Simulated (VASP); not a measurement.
Input of a VASP 6.6.1 run:

File INCAR:

```
SYSTEM = BN
PREC = Accurate
ENCUT = 520
EDIFF = 1E-8
ISMEAR = 0
SIGMA = 0.01
LREAL = .False.
LASPH = .True.
NELM = 100
ALGO = Normal
ISIF = 2
LWAVE = .False.
LCHARG = .False.
GGA = PE
IVDW = 13
NBANDS = 16
IBRION = 6
NFREE = 2
POTIM = 0.015
NSW = 1
```

KPOINTS

```
Automatic mesh
0
Gamma
  12 12 4
  0 0 0
```

The input POSCAR:

```
BN
1.0
    2.5071021214      0.0000000000      0.0000000000
   -1.2535510607      2.1712141270      0.0000000000
    0.0000000000      0.0000000000      6.5573237398
B N
2 2
Direct
    0.3333333333      0.6666666667      0.2500000000
    0.6666666667      0.3333333333      0.7500000000
    0.6666666667      0.3333333333      0.2500000000
    0.3333333333      0.6666666667      0.7500000000
```

Potentials or basis: VASP PAW PBE potentials, release 64 (B, N).

The run is started by

```bash
$ cat potpaw_PBE.64/B/POTCAR potpaw_PBE.64/N/POTCAR > POTCAR
$ mpirun -np 1 vasp_std > vasp.out
```

Q: What does it give for the highest phonon frequency at Γ, LO-TO splitting left out?

A: 1350 cm⁻¹.

Q: Estimate the dispersion energy per atom.

A: -0.163 eV.

Phonon frequencies in cm⁻¹ (negative: imaginary):
| q point | frequencies |
| --- | --- |
| (0.000, 0.000, 0.000) | 0 0 0 48 48 123 741 796 1350 1350 1350 1350 |
